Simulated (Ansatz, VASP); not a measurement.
# HfO2: VASP beside Ansatz, part 2 of 2

Wanted: the spread between two codes on one cell, functional and k mesh. The structure shown is the end of the Ansatz relaxation below.

VASP 6.6.1 and Ansatz 0.2.0.

So far: Starting point; Ansatz: relaxation, PBEsol; VASP: single point, PBEsol.

**3. VASP: single point, PBEsol (continued)**

Level of this step: PBEsol; plane waves and PAW (Hf_pv, O) (VASP).

Numbers of over 12 decimals in the logs are rounded to 6 here.

OUTCAR, selected parts (step 3):

```text
ion  position               nearest neighbor table
   1  0.966  0.731  0.754-   7 2.01   5 2.09  10 2.11   9 2.14   8 2.15  11 2.17  12 2.20   4 3.38
                             4 3.38   3 3.42   3 3.42   2 3.43   2 3.43   3 3.69   3 3.69   2 3.70
   2  0.034  0.269  0.254-   8 2.01   6 2.09   9 2.11  10 2.14   7 2.15  12 2.17  11 2.20   3 3.38
                             3 3.38   4 3.42   4 3.42   1 3.43   1 3.43   4 3.69   4 3.69   1 3.70
   3  0.466  0.269  0.754-   5 2.01   7 2.09  12 2.11  11 2.14   6 2.15   9 2.17  10 2.20   2 3.38
                             2 3.38   1 3.42   1 3.42   4 3.43   4 3.43   1 3.69   1 3.69   4 3.70
   4  0.534  0.731  0.254-   6 2.01   8 2.09  11 2.11  12 2.14   5 2.15  10 2.17   9 2.20   1 3.38
                             1 3.38   2 3.42   2 3.42   3 3.43   3 3.43   2 3.69   2 3.69   3 3.70
   5  0.629  0.924  0.888-   3 2.01   1 2.09   4 2.15
   6  0.371  0.076  0.388-   4 2.01   2 2.09   3 2.15
   7  0.129  0.076  0.888-   1 2.01   3 2.09   2 2.15
   8  0.871  0.924  0.388-   2 2.01   4 2.09   1 2.15
   9  0.761  0.455  0.002-   2 2.11   1 2.14   3 2.17   4 2.20
  10  0.239  0.545  0.502-   1 2.11   2 2.14   4 2.17   3 2.20
  11  0.261  0.545  0.002-   4 2.11   3 2.14   1 2.17   2 2.20
  12  0.739  0.455  0.502-   3 2.11   4 2.14   2 2.17   1 2.20

  LATTYP: Found a simple orthorhombic cell.
 ALAT       =     4.9174626200
 B/A-ratio  =     1.0394733929
 C/A-ratio  =     1.0420122766

 Subroutine GETGRP returns: Found  4 space group operations
 (whereof  1 operations were pure point group operations)

The static configuration has the point symmetry C_1 .
 The point group associated with its full space group is C_2v.

 Found     64 irreducible k-points:

   k-points           NKPTS =     64   k-points in BZ     NKDIM =     64   number of bands    NBANDS=     56

   dimension x,y,z NGX =    42 NGY =   40 NGZ =   42
   dimension x,y,z NGXF=    84 NGYF=   80 NGZF=   84

   ENCUT  =  600.0 eV  44.10 Ry    6.64 a.u.  10.23  9.82 10.21*2*pi/ulx,y,z

   NELECT =      88.0000    total number of electrons

 k-points in reciprocal lattice and weights: Automatic mesh
   0.00000000  0.00000000  0.00000000       0.005
   0.16666667  0.00000000  0.00000000       0.009
   0.33333333  0.00000000  0.00000000       0.009
   0.50000000  0.00000000  0.00000000       0.005
   0.00000000  0.16666667  0.00000000       0.009
   0.16666667  0.16666667  0.00000000       0.019
   0.33333333  0.16666667  0.00000000       0.019
   0.50000000  0.16666667  0.00000000       0.009
   0.00000000  0.33333333  0.00000000       0.009
[...]
0.33333333  0.50000000  0.50000000       0.009
   0.50000000  0.50000000  0.50000000       0.005

 average (electrostatic) potential at core
       1 -36.7549       2 -36.7549       3 -36.7549       4 -36.7549       5 -69.5522
       6 -69.5522       7 -69.5522       8 -69.5522       9 -70.0525      10 -70.0525
      11 -70.0525      12 -70.0525

 E-fermi :   5.8269

 k-point     1 :       0.0000    0.0000    0.0000
  band No.  band energies     occupation
    ...
     40       2.5195      2.00000
     41       2.6177      2.00000
     42       3.5349      2.00000
     43       3.6477      2.00000
     44       3.6573      2.00000
     45       8.4108      0.00000
     46       8.9667      0.00000
     47       9.0143      0.00000
     48       9.4490      0.00000
     49       9.5943      0.00000
    ...

 k-point     2 :       0.1667    0.0000    0.0000
  band No.  band energies     occupation
    ...
     40       2.5910      2.00000
     41       2.7759      2.00000
     42       3.3362      2.00000
     43       3.4771      2.00000
     44       3.5050      2.00000
     45       8.4709      0.00000
     46       9.0005      0.00000
     47       9.0333      0.00000
     48       9.3951      0.00000
     49       9.4606      0.00000
    ...

 k-point     3 :       0.3333    0.0000    0.0000
  band No.  band energies     occupation
    ...
     40       2.7080      2.00000
     41       2.7482      2.00000
     42       3.0953      2.00000
     43       3.2185      2.00000
     44       3.3439      2.00000
     45       8.6258      0.00000
     46       8.9411      0.00000
     47       9.1605      0.00000
     48       9.3087      0.00000
     49       9.3365      0.00000
    ...

  Total        5.4790405      5.0958402     -2.9425293      0.0000000      0.0000000      0.0000000
  in kB       68.1562486     63.3894478    -36.6034450      0.0000000      0.0000000      0.0000000
  external PRESSURE =      31.6474172 kB  Pullay stress =       0.0000000 kB

  energy-cutoff  :      600.00
  volume of cell :      128.80
      direct lattice vectors                 reciprocal lattice vectors
     5.124056420  0.000000000  0.000000000     0.195157882  0.000000000  0.000000000
     0.000000000  4.917462620  0.000000000     0.000000000  0.203356909  0.000000000
     0.000000000  0.000000000  5.111571554     0.000000000  0.000000000  0.195634550

 POSITION                                       TOTAL-FORCE (eV/Angst)
 -----------------------------------------------------------------------------------
      4.95064      3.59257      3.85265        -0.038662     -0.007943     -0.040661
      0.17342      1.32489      1.29687         0.038662      0.007943     -0.040661
      2.38861      1.32489      3.85265        -0.038662      0.007943     -0.040661
      2.73545      3.59257      1.29687         0.038662     -0.007943     -0.040661
      3.22212      4.54514      4.53895         0.036755      0.007152      0.013908
      1.90194      0.37232      1.98316        -0.036755     -0.007152      0.013908
      0.66009      0.37232      4.53895         0.036755     -0.007152      0.013908
      4.46396      4.54514      1.98316        -0.036755      0.007152      0.013908
      3.89968      2.23526      0.01182         0.003008      0.039042      0.026754
      1.22438      2.68220      2.56761        -0.003008     -0.039042      0.026754
      1.33765      2.68220      0.01182         0.003008     -0.039042      0.026754
      3.78640      2.23526      2.56761        -0.003008      0.039042      0.026754
 -----------------------------------------------------------------------------------
    total drift:                                0.000000      0.000000     -0.000013

  FREE ENERGIE OF THE ION-ELECTRON SYSTEM (eV)
  ---------------------------------------------------
  free  energy   TOTEN  =      -127.0260818709 eV

  energy  without entropy=     -127.0260818709  energy(sigma->0) =     -127.02608187

 total charge
# of ion       s       p       d       tot
------------------------------------------
    1        0.324   6.672   1.532   8.528
    2        0.324   6.672   1.532   8.528
    3        0.324   6.672   1.532   8.528
    4        0.324   6.672   1.532   8.528
    5        1.555   3.541   0.000   5.095
    6        1.555   3.541   0.000   5.095
    7        1.555   3.541   0.000   5.095
    8        1.555   3.541   0.000   5.095
    9        1.552   3.559   0.000   5.111
   10        1.552   3.559   0.000   5.111
   11        1.552   3.559   0.000   5.111
   12        1.552   3.559   0.000   5.111
--------------------------------------------------
tot         13.725  55.083   6.127  74.935

[... 3 further parts left out ...]
```

The run ends at a pressure of 3.16 GPa, with forces up to 0.057 eV/Å.

**4. Differences**

Known differences besides the potentials themselves: the data sets hold 152 valence electrons in Ansatz (on its PAW soft_1 files) and 88 in VASP; Ansatz makes its cores anew for this functional, VASP keeps those of its PBE data sets; Ansatz's pressure holds a Pulay correction, VASP's none. Total energies have different zeros and are not compared.

Both answers:

```csv
quantity,Ansatz,VASP,difference
pressure (GPa),6.76,3.16,+3.59
gap on the k mesh (eV),4.345,4.339,+0.005
```

Forces on 7 of the 12 atoms, those with the largest forces and the largest differences (eV/Å; atoms numbered as in POSCAR):

```csv
atom,"Ansatz x, y, z","VASP x, y, z"
Hf1,"0.001, 0.000, 0.001","-0.039, -0.008, -0.041"
Hf2,"-0.001, 0.000, 0.001","0.039, 0.008, -0.041"
Hf3,"0.001, 0.000, 0.001","-0.039, 0.008, -0.041"
Hf4,"-0.001, 0.000, 0.001","0.039, -0.008, -0.041"
O10,"0.001, 0.000, -0.001","-0.003, -0.039, 0.027"
O11,"-0.001, 0.000, -0.001","0.003, -0.039, 0.027"
O12,"0.001, 0.000, -0.001","-0.003, 0.039, 0.027"
```

The forces differ by 28 meV/Å r.m.s., where the r.m.s. force is 0.001 eV/Å in Ansatz and 0.028 eV/Å in VASP: the atoms lie near their places of rest in Ansatz, so a percentage would say little (all taken over all components). A gap on the mesh is an upper bound, since the band edges may lie between its points; neither run holds spin-orbit coupling, which can move the band edges of a compound of Hf.

**5. Outcome**

```yaml
r_m_s_force_difference_single_point_pbesol: 28 meV/Å
difference_in_pressure_single_point_pbesol: 3.6 GPa
```

**Reading.** The difference in pressure is 3.6 GPa (single point, PBEsol), beyond the 1 GPa picked in this series as the mark of a large difference. The data sets hold unlike numbers of valence electrons (152 in Ansatz and 88 in VASP), so part of the differences comes from the potentials. By the marks of this series, far apart in the single point, PBEsol pair: the r.m.s. force difference, 28 meV/Å and the difference in pressure, 3.6 GPa. What causes the difference of the single point, PBEsol pair stays open here. How closely two codes agree says nothing of how well the functional describes the real material.

[Lines on the potential files, build, host, timing and source positions are cut from VASP's logs without a mark.]

[Logs are printed without paths, hosts, clocks, repeated set-up lines and the standing remarks that a program may print on its own settings, such as how far it seeks lower states.]

[Hosts, paths, dates, database ids (printed as entryN), source tags and the programs' standing remarks are cut or masked in the printed files.]
